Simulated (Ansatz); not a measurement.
## NaH: frozen-core PAW against all-electron methods

```xyz
4
Lattice="3.9719 0.0000 0.0000 -1.9859 3.4397 0.0000 0.0000 0.0000 4.8741" Properties=species:S:1:pos:R:3 pbc="T T T"
Na    0.0000    2.2932   -0.3022
Na    1.9859    1.1466    2.1348
H     0.0000    2.2932    2.1348
H     1.9859    1.1466    4.5719
```

Atoms are numbered in the order listed.

The structure comes from a relaxation in the same program, started in the wurtzite type, and has space group P6_3/mmc. Whether it is a known phase or the ground state wasn't checked. The relaxation left the symmetry of that type.

Methods: DFT, PBE, PAW with Ansatz's default frozen-core files, scalar-relativistic (Ansatz 0.2.0); DFT, PBE, all-electron LAPW, scalar-relativistic (Ansatz 0.2.0).

For PAW: a Γ-centred 14×14×8 k mesh, Fermi–Dirac smearing of 0.03 eV, cutoff 420 eV, no spin polarisation. LAPW targets a basis error of 1 meV/atom. The Ansatz runs share mesh, smearing and spin set-up. Plane-wave (PAW) pressures include the program's estimate of the Pulay term.

Stress and pressure are positive in compression.

Levels count from the top of the valence band.

PAW results:

```json
{"quantity": "pressure (GPa)", "PAW": "0.00"}
{"quantity": "band gap (eV)", "PAW": "3.344"}
{"quantity": "highest filled level at M (eV)", "PAW": "-0.593"}
{"quantity": "lowest empty level at M (eV)", "PAW": "3.869"}
{"quantity": "highest filled level at Γ (eV)", "PAW": "-0.017"}
{"quantity": "lowest empty level at Γ (eV)", "PAW": "4.845"}
{"quantity": "highest filled level at L (eV)", "PAW": "-0.808"}
{"quantity": "lowest empty level at L (eV)", "PAW": "3.947"}
```

Q: What does LAPW (all electrons) give for the same quantities?

A: 
| quantity | LAPW |
| --- | --- |
| pressure (GPa) | 0.02 |
| band gap (eV) | 3.346 |
| highest filled level at M (eV) | -0.592 |
| lowest empty level at M (eV) | 3.869 |
| highest filled level at Γ (eV) | -0.017 |
| lowest empty level at Γ (eV) | 4.848 |
| highest filled level at L (eV) | -0.807 |
| lowest empty level at L (eV) | 3.947 |
